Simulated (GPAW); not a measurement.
# MoS2 in GPAW: notebook

The runs below take MoS2 through optical spectrum, with PBE+U.

Everything below comes from runs of GPAW 26.7.0. Logs are shortened: lines on timing, memory, paths and dates and some standing lists are left out, and cuts for length are marked. The log counts tension as positive stress, the text compression.

## Step 1: Starting point

The cell holds a slab with vacuum, 6 atoms: a = 3.185 Å, b = 3.185 Å, c = 21.671 Å, α = 90.00°, β = 90.00°, γ = 120.00°.

## Step 2: Optical spectrum, PBE+U

run.py

```python
from ase.dft.bandgap import bandgap
from ase.io import read, write
from gpaw import GPAW, PW
from gpaw.response.df import DielectricFunction

atoms = read('MoS2.xyz')

calc = GPAW(mode=PW(500),
            xc='PBE',
            kpts={'size': (8, 8, 1), 'gamma': True},
            occupations={'name': 'fermi-dirac', 'width': 0.001},
            setups={'Mo': ':d,4.0'},
            nbands=46,
            convergence={'density': 1e-06},
            maxiter=150,
            txt='gpaw.txt')
atoms.calc = calc
energy = atoms.get_potential_energy()
calc.write('gs.gpw')
write('result.traj', atoms)
print(f'Energy: {energy:.6f} eV')
print('Fermi level:', round(calc.get_fermi_level(), 4), 'eV')
print(f'Gap: {bandgap(calc)[0]:.4f} eV, direct: {bandgap(calc, direct=True)[0]:.4f} eV')

dense = calc.fixed_density(kpts={'size': (9, 9, 2), 'gamma': True},
                           nbands=80, convergence={'bands': 74, 'eigenstates': 1e-7},
                           update_fermi_level=True, txt='dense.txt')
dense.write('dense.gpw', mode='all')

df = DielectricFunction('dense.gpw', frequencies={'type': 'nonlinear', 'domega0': 0.05, 'omega2': 10},
                        eta=0.1, ecut=50, nbands=74, intraband=False, txt='df.txt')
for direction in ['x', 'z']:
    df.get_dielectric_function(xc='RPA', direction=direction, filename=f'df_{direction}.csv')
    e0, e = df.get_macroscopic_dielectric_constant(xc='RPA', direction=direction)
    print(f'{direction}: static eps {e0:.4f} without, {e:.4f} with local fields')
```

MoS2.xyz

```xyz
6
Lattice="3.1845414560 0.0000000000 0.0000000000 -1.5922707280 2.7578938003 0.0000000000 0.0000000000 0.0000000000 21.6705347200" Properties=species:S:1:pos:R:3 pbc="T T T"
Mo    -0.0000000002      1.8385958670     18.4450973165
Mo     1.5922707282      0.9192979333      3.2254374035
S      1.5922707282      0.9192979333     16.8948990826
S     -0.0000000002      1.8385958670      1.6740704777
S      1.5922707282      0.9192979333     19.9964642423
S     -0.0000000002      1.8385958670      4.7756356374
```

Potentials or basis: GPAW PAW data sets (gpaw-data 1.2.1), pw.

Started as:

```
OMP_NUM_THREADS=1 python run.py
```

gpaw.txt:

```text
__  _  _
 | _ |_)|_||  |
 |__||  | ||/\| - 26.7.0

Input parameters:
  mode=PW(ecut=500.0),
  convergence={'density': 1e-06},
  kpts=MonkhorstPack(size=(8, 8, 1), gamma=True),
  maxiter=150,
  nbands=46,
  occupations=Occupations(name='fermi-dirac', width=0.001),
  setups={'Mo': ':d,4.0'},
  xc=XC(name='PBE')

Diagonalizing LCAO Hamiltonian
Converting LCAO to pw mode

           S

        Mo

           S

        S

           Mo

        S

Atoms  # Å, Bohr magnetons
|   | symbol |         x |        y |         z |    initial magnetic moments |
|---|--------|-----------|----------|-----------|-----------------------------|
| 0 |     Mo | -0.000000 | 1.838596 | 18.445097 | ( 0.0000,  0.0000,  0.0000) |
| 1 |     Mo |  1.592271 | 0.919298 |  3.225437 | ( 0.0000,  0.0000,  0.0000) |
| 2 |      S |  1.592271 | 0.919298 | 16.894899 | ( 0.0000,  0.0000,  0.0000) |
| 3 |      S | -0.000000 | 1.838596 |  1.674070 | ( 0.0000,  0.0000,  0.0000) |
| 4 |      S |  1.592271 | 0.919298 | 19.996464 | ( 0.0000,  0.0000,  0.0000) |
| 5 |      S | -0.000000 | 1.838596 |  4.775636 | ( 0.0000,  0.0000,  0.0000) |

Unit cell  # Å
| periodic |         x |        y |         z |   lengths |     angles |
|----------|-----------|----------|-----------|-----------|------------|
|      yes |  3.184541 | 0.000000 |  0.000000 |  3.184541 |  90.000000 |
|      yes | -1.592271 | 2.757894 |  0.000000 |  3.184541 |  90.000000 |
|      yes |  0.000000 | 0.000000 | 21.670535 | 21.670535 | 120.000000 |

Number of symmetries: 12
Symmetry operations  # r_c * U_cc + t_c -> r_c
|    | kind |            matrix            |
|----|------|------------------------------|
|  0 |  σ   |  1, 1, 0,  0,-1, 0,  0, 0, 1 |
|  1 |  S6  |  1, 1, 0, -1, 0, 0,  0, 0,-1 |
|  2 |  E   |  1, 0, 0,  0, 1, 0,  0, 0, 1 |
|  3 |  C2  |  1, 0, 0, -1,-1, 0,  0, 0,-1 |
|  4 |  C2  |  0, 1, 0,  1, 0, 0,  0, 0,-1 |
|  5 |  C3  |  0, 1, 0, -1,-1, 0,  0, 0, 1 |
|  6 |  S6  |  0,-1, 0,  1, 1, 0,  0, 0,-1 |
|  7 |  σ   |  0,-1, 0, -1, 0, 0,  0, 0, 1 |
|  8 |  σ   | -1, 0, 0,  1, 1, 0,  0, 0, 1 |
|  9 |  i   | -1, 0, 0,  0,-1, 0,  0, 0,-1 |
| 10 |  C3  | -1,-1, 0,  1, 0, 0,  0, 0, 1 |
| 11 |  C2  | -1,-1, 0,  0, 1, 0,  0, 0,-1 |

BZ-sampling:
  Number of BZ points: 64
  Number of IBZ points: 10

  Monkhorst-Pack size: [8, 8, 1]
  Monkhorst-Pack shift: [0.0625, 0.0625, 0.0]

K-points  # in reciprocal-cell coordinates
|   |                                coordinates |     weight |
|---|--------------------------------------------|------------|
| 0 | (  0.00000000,   0.00000000,   0.00000000) | 0.01562500 |
| 1 | (  0.12500000,   0.00000000,   0.00000000) | 0.09375000 |
| 2 | (  0.25000000,  -0.12500000,   0.00000000) | 0.09375000 |
| 3 | (  0.25000000,   0.00000000,   0.00000000) | 0.09375000 |
| 4 | (  0.37500000,  -0.12500000,   0.00000000) | 0.18750000 |
| 5 | (  0.37500000,   0.00000000,   0.00000000) | 0.09375000 |
| 6 | (  0.37500000,   0.37500000,   0.00000000) | 0.09375000 |
| 7 | (  0.50000000,   0.25000000,   0.00000000) | 0.09375000 |
| 8 | (  0.50000000,   0.37500000,   0.00000000) | 0.18750000 |
| 9 | (  0.50000000,   0.50000000,   0.00000000) | 0.04687500 |

Plane wave coefficients: 4850
Cutoff: 500.0 eV

Spin-components: 1 (collinear spins)
Bands:           46
Projectors:      32
Spin-degeneracy: 2
Datatype:        complex128

Parallelization:
  kpt:    1
  domain: 1
  band:   1

Density:
  Valence electrons: 52.0
  Components: 1
  Grid points: [ 18  18 112]
  Charge: 0.0  # |e|

Potential:
  Grid points: [ 18  18 112]

species:
  Mo:
    name:    Molybdenum
    Z:       42.0
    valence: 14
    core:    28
    charge:  0.0  # [|e|]
    Hubbard: {U: 4.0,  # eV
              l: 2,
              scale: True}
    compensation charges:
      type: gauss
      rc: 0.38  # [Å]
      lmax: 2
    cutoffs:
      filter: 2.16  # [Å]
      core: 1.42  # [Å]
    projectors
    | kind |    occ | energy [eV] | rcut [Å] |
    |------|--------|-------------|----------|
    |   4s |  2.000 |     -64.307 |    1.238 |
    |   5s |  1.000 |      -4.084 |    1.238 |
    |   4p |  6.000 |     -38.491 |    1.296 |
    |   5p |  0.000 |      -1.044 |    1.296 |
    |   4d |  5.000 |      -3.754 |    1.296 |
    |    d |        |      23.458 |    1.296 |

    Using partial waves for Mo as LCAO basis

  S:
    name:    Sulfur
    Z:       16.0
    valence: 6
    core:    10
    charge:  0.0  # [|e|]
    compensation charges:
      type: gauss
      rc: 0.24  # [Å]
      lmax: 2
    cutoffs:
      filter: 1.77  # [Å]
      core: 1.66  # [Å]
    projectors
    | kind |    occ | energy [eV] | rcut [Å] |
    |------|--------|-------------|----------|
    |   3s |  2.000 |     -17.254 |    0.974 |
    |   3p |  4.000 |      -7.008 |    0.979 |
    |    s |        |       9.957 |    0.974 |
    |    p |        |      20.203 |    0.979 |
    |    d |        |       0.000 |    0.900 |

    Using partial waves for S as LCAO basis

Reference energy: -263698.624853  # eV

eigensolver:
  PPCG
  Converge bands: occupied
  niter=2

density mixing:
  MSR1-Mixer
  Pratt-step length: 0.05
  Maximum mixing coefficient: 0.75
  Old densities: 10
  SVD Regularization: 0.005
  Good broyden scale: 1.0
  Trust region scale: 1.0
  Backstep threshold: 4.0
  History deletion threshold: 6.0
  Fourier metric: weight=20.0, sigma=0.015

occupation numbers:
  Fermi-Dirac:
    width: 0.0010  # eV

poisson solver:
  ecut: 4000.0  # eV

xc functional:
  name: PBE with 2 nearest neighbor stencil

convergence criteria:
- Maximum integral of absolute [dens]ity change: 1e-06 electrons / valence electron
- Maximum [total energy] change in last 3 cyles: 0.0005 eV / valence electron
- Maximum integral of absolute [eigenst]ate change: 4e-08 eV^2 / valence electron
maximum number of iterations: 150

SCF iterations
|iter     | |      energy | eigst |  dens |
|---------|-|-------------|-------|-------|
|iter:   1| |  -37.305465 | +0.50 |       |
|iter:   2| |  -36.464976 | -1.09 | -0.97 |
|iter:   3| |  -34.386325 | -1.09 | -1.04 |
|iter:   4| |  -34.265763 | -1.78 | -1.44 |
|iter:   5| |  -34.430080 | -2.23 | -1.74 |
|iter:   6| |  -34.261838 | -2.40 | -1.73 |
|iter:   7| |  -34.256209 | -3.08 | -2.09 |
|iter:   8| |  -34.257371c| -4.46 | -3.00 |
|iter:   9| |  -34.258316c| -4.74 | -3.27 |
|iter:  10| |  -34.258453c| -4.95 | -3.55 |
|iter:  11| |  -34.258470c| -6.16 | -3.92 |
|iter:  12| |  -34.258472c| -7.16 | -4.44 |
|iter:  13| |  -34.258473c| -7.74c| -4.81 |
|iter:  14| |  -34.258473c| -8.24c| -5.31 |
|iter:  15| |  -34.258473c| -8.54c| -5.83 |
|iter:  16| |  -34.258473c| -8.93c| -6.37c|

Converged in 16 steps
Energy contributions relative to reference atoms: (reference = -263698.624853)

Energy contributions:
  Kinetic:          -1.663603
  Coulomb:         -11.059561
  Zero:             -0.272253
  External:          0.000000
  Xc:              -21.263056
  Entropy:          -0.000000
  Spinorbit:         0.000000
  ----------------------------
  Free energy:     -34.258473
  Extrapolated:    -34.258473

dipole moment: (0.000001, 0.000002, 0.000012)  # |e|*Ang

Fermi level: 3.112
Eigenvalues  # (at kpt = [0.000, 0.000, 0.000])
| band index |      eig [eV] | occ [0-2] |
|------------|---------------|-----------|
|          0 |       -59.407 |     2.000 |
|        ... |               |           |
|         18 |        -0.507 |     2.000 |
|         19 |         0.191 |     2.000 |
|         20 |         0.191 |     2.000 |
|         21 |         0.203 |     2.000 |
|         22 |         0.203 |     2.000 |
|         23 |         0.283 |     2.000 |
[... 8 lines left out ...]
|         32 |         4.684 |     0.000 |
|         33 |         4.684 |     0.000 |
|        ... |               |           |
|         45 |        12.431 |     0.000 |

Gap: 1.345 eV
Transition (v -> c):
  (s=0, k=0, n=25, [0.00, 0.00, 0.00]) -> (s=0, k=6, n=26, [0.38, 0.38, 0.00])
Direct/indirect transitions are different
Direct gap: 1.681 eV
Transition at: (s=0, k=6, n=25, [0.38, 0.38, 0.00])
# Writing to gs.gpw (mode='')
```

Wall time 8.5 min (1 thread of Arm Neoverse V1, shared host); peak memory 0.92 GiB.

What came out:

```yaml
Free_energy: -34.2585 eV
Band_gap_on_the_k_mesh: 1.34 eV, indirect (least direct gap 1.68 eV)
```

Dielectric function (mean over the directions given):
```tsv
energy (eV)	real part	imaginary part
0.25	6.25	0.04
0.67	6.55	0.13
1.15	7.89	0.98
1.66	6.47	0.70
2.18	6.68	4.29
2.66	8.32	5.15
3.17	3.77	8.57
3.56	1.68	4.61
4.03	2.72	4.82
4.51	-0.83	4.91
5.01	1.14	3.96
5.53	0.44	2.10
6.07	0.81	3.47
6.55	-0.44	2.20
6.87	0.03	1.91
7.38	0.41	1.56
7.90	0.32	1.21
8.43	0.78	0.70
8.89	1.32	1.13
9.47	1.14	1.29
9.76	1.45	1.05
10.26	1.45	1.67
10.78	0.77	1.55
11.31	0.85	1.57
11.85	0.66	1.32
12.30	0.49	1.20
12.77	0.56	1.15
13.24	0.74	1.03
13.72	0.67	1.02
14.22	0.71	0.96
14.73	0.63	0.96
15.26	0.66	0.87
15.80	0.76	0.84
16.21	0.67	0.84
16.78	0.76	0.84
17.36	0.74	0.89
17.96	0.63	0.90
18.58	0.55	0.93
19.22	0.50	0.88
19.87	0.37	0.90
```

Caveat: the long-wavelength limit can be off by several per cent where d states take part; response on these states lacks terms of the Hamiltonian; spectra need much finer meshes, so this one isn't converged; independent-particle spectra lack excitons.

## Step 3: Optical spectrum, PBE+U

Edit run.py of step 2 so:

```diff
@@ -11,3 +11,3 @@
             occupations={'name': 'fermi-dirac', 'width': 0.001},
-            setups={'Mo': ':d,4.0'},
+            setups={'Mo': ':d,6.0'},
             nbands=46,
```

MoS2.xyz is that of step 2.

Potentials or basis: GPAW PAW data sets (gpaw-data 1.2.1), pw.

Started as:

```
OMP_NUM_THREADS=1 python run.py
```

gpaw.txt:

```text
__  _  _
 | _ |_)|_||  |
 |__||  | ||/\| - 26.7.0

Input parameters:
  mode=PW(ecut=500.0),
  convergence={'density': 1e-06},
  kpts=MonkhorstPack(size=(8, 8, 1), gamma=True),
  maxiter=150,
  nbands=46,
  occupations=Occupations(name='fermi-dirac', width=0.001),
  setups={'Mo': ':d,6.0'},
  xc=XC(name='PBE')

Diagonalizing LCAO Hamiltonian
Converting LCAO to pw mode

           S

        Mo

           S

        S

           Mo

        S

Atoms  # Å, Bohr magnetons
|   | symbol |         x |        y |         z |    initial magnetic moments |
[... 191 lines left out ...]
|iter:  25| |  -29.557602 | -2.21 | -2.35 |
|iter:  26| |  -29.493754 | -2.10 | -2.97 |
|iter:  27| |  -29.476500 | -3.31 | -2.62 |
|iter:  28| |  -29.522998 | -2.85 | -2.61 |
|iter:  29| |  -29.528254 | -4.03 | -2.72 |
|iter:  30| |  -29.557856 | -2.53 | -2.72 |
|iter:  31| |  -29.557228 | -4.32 | -3.25 |
|iter:  32| |  -29.557852c| -4.41 | -3.47 |
|iter:  33| |  -29.557896c| -4.92 | -3.92 |
|iter:  34| |  -29.557897c| -6.64 | -4.53 |
|iter:  35| |  -29.557900c| -6.38 | -4.65 |
|iter:  36| |  -29.557901c| -7.91c| -5.14 |
|iter:  37| |  -29.557901c| -8.45c| -5.59 |
|iter:  38| |  -29.557901c| -8.90c| -6.12c|

Converged in 38 steps
Energy contributions relative to reference atoms: (reference = -263698.624853)

Energy contributions:
  Kinetic:          18.952528
  Coulomb:         -26.252428
  Zero:             -0.524139
  External:          0.000000
  Xc:              -21.733863
  Entropy:          -0.000000
  Spinorbit:         0.000000
  ----------------------------
  Free energy:     -29.557901
  Extrapolated:    -29.557901

dipole moment: (0.000001, 0.000002, 0.000012)  # |e|*Ang

Fermi level: 1.908
Eigenvalues  # (at kpt = [0.000, 0.000, 0.000])
| band index |      eig [eV] | occ [0-2] |
|------------|---------------|-----------|
|          0 |       -59.420 |     2.000 |
|        ... |               |           |
|         18 |        -0.627 |     2.000 |
|         19 |         0.019 |     2.000 |
|         20 |         0.030 |     2.000 |
|         21 |         0.455 |     2.000 |
|         22 |         0.455 |     2.000 |
|         23 |         0.467 |     2.000 |
[... 8 lines left out ...]
|         32 |         4.981 |     0.000 |
|         33 |         4.981 |     0.000 |
|        ... |               |           |
|         45 |        12.518 |     0.000 |

Gap: 1.329 eV
Transition (v -> c):
  (s=0, k=1, n=25, [0.12, 0.00, 0.00]) -> (s=0, k=6, n=26, [0.38, 0.38, 0.00])
Direct/indirect transitions are different
Direct gap: 1.509 eV
Transition at: (s=0, k=6, n=25, [0.38, 0.38, 0.00])
# Writing to gs.gpw (mode='')
```

stdout:

```text
Energy: -29.557901 eV
Fermi level: 1.9081 eV
Gap: 1.3286 eV, direct: 1.5086 eV
x: static eps 7.7350 without, 7.2417 with local fields
z: static eps 5.0399 without, 1.8179 with local fields
```

Run time: 10 min. Hardware: 1 thread of Arm Neoverse V1, shared host; peak memory 0.91 GiB.

What came out:

- Free energy: -29.5579 eV
- Band gap on the k mesh: 1.33 eV, indirect (least direct gap 1.51 eV)

Dielectric function (mean over the directions given):
| energy (eV) | real part | imaginary part |
| --- | --- | --- |
| 0.25 | 5.49 | 0.04 |
| 1.15 | 6.07 | 3.79 |
| 2.18 | 3.50 | 1.34 |
| 3.17 | 5.43 | 0.92 |
| 4.16 | 2.59 | 5.73 |
| 5.16 | 1.68 | 4.44 |
| 6.15 | 0.44 | 2.96 |
| 7.12 | 0.47 | 1.82 |
| 8.16 | 0.87 | 1.49 |
| 9.18 | 1.18 | 1.36 |
| 10.06 | 1.11 | 1.42 |
| 11.09 | 0.93 | 1.86 |
| 12.08 | 0.66 | 1.21 |
| 13.00 | 0.82 | 1.25 |
| 14.10 | 0.65 | 1.09 |
| 15.13 | 0.71 | 0.87 |
| 16.21 | 0.65 | 0.85 |
| 17.36 | 0.81 | 0.84 |
| 18.58 | 0.57 | 0.88 |
| 19.87 | 0.37 | 0.95 |

Caveat: the long-wavelength limit can be off by several per cent where d states take part; response on these states lacks terms of the Hamiltonian; spectra need much finer meshes, so this one isn't converged; independent-particle spectra lack excitons.
